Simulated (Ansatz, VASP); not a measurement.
# AlCu in VASP and in Ansatz

```xyz
2
Lattice="2.7195 0.0000 0.0000 0.0000 2.7195 0.0000 0.0000 0.0000 2.7195" Properties=species:S:1:pos:R:3 pbc="T T T"
Al    0.0000    0.0000    0.0000
Cu    1.3598    1.3598    1.3598
```

Change from the starting cell: strain -0.080 along x and y, -0.080 along z, atoms carried along.

Alike in both runs: task single point; functional PBEsol; k mesh 20 × 20 × 20; occupations gaussian, width 0.15 eV; no spin polarisation.

|  | VASP | Ansatz |
| --- | --- | --- |
| version | VASP 6.6.1 | Ansatz 0.2.0 |
| potentials or method | VASP PAW PBE potentials, release 64 (Al, Cu) | scalar-relativistic, plane waves, PAW |
| plane-wave cutoff (eV) | 520 | 420 |
| valence electrons in the cell | 14 | 22 |

```csv
,VASP,Ansatz,Ansatz less VASP
gap on the k mesh at the Fermi level (eV),none,none,-
pressure (GPa),57.2,56.7,-0.46
```

A gap of «none» marks a metal or a gap that the smearing closes. The two sets of potentials don't hold the same shells in valence.

Caveats: so large a pressure means that the cell lies far from this level's equilibrium, or that cutoff or potentials fall short (VASP); the potentials were made for another functional, which shifts forces and pressure (VASP).
